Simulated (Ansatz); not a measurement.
Runs of Ansatz 0.2.0 on Ir. The structure is hexagonal, space group P6_3/mmc (No. 194). Conventional cell: a = 2.751 Å, b = 2.751 Å, c = 4.462 Å, α = 90.00°, β = 90.00°, γ = 120.00°. Ir (site symmetry -6m2) has 12 Ir at 2.74 to 2.75 Å as nearest neighbours. This isn't the form of Ir at room conditions, which is fcc.

```csv
task,spin,cell,target pressure (GPa),points for each segment of the path,gap on the mesh (eV),pressure (GPa)
relaxation of cell and atoms,off,relaxed to 30 GPa,30,-,none,30.0
band structure,"SOC, no magnetisation",as given,-,14,none,-11.6
relaxation of cell and atoms,off,relaxed,0,-,none,0.0
relaxation of cell and atoms,off,relaxed to 2 GPa,2,-,none,2.0
band structure,off,as given,-,14,none,(a)
relaxation of cell and atoms,off,relaxed to 5 GPa,5,-,none,5.0
relaxation of cell and atoms,off,relaxed to 10 GPa,10,-,none,10.0
relaxation of cell and atoms,off,relaxed to 20 GPa,20,-,none,20.0
```

Alike in all rows: level PBEsol; potentials or basis Ansatz PAW; k mesh 11 × 11 × 6; cutoff (eV) 420; smearing fermi-dirac 0.05 eV.

Fill in the values left out.

(a) -12.4.

Caveats: the PAW data sets come from PBE, with cores solved anew for the run's functional, which leaves a small shift of forces and pressure; the plane-wave basis is chosen anew once the cell has moved, so the energies of steps on either side of that aren't comparable (some runs); spin-orbit coupling is left out, which moves the levels of the heavy elements (some runs).

A k mesh can miss the band edges, and rows without SOC leave out spin-orbit coupling on Ir.

A gap of «none» marks a metal or a gap under the smearing width.
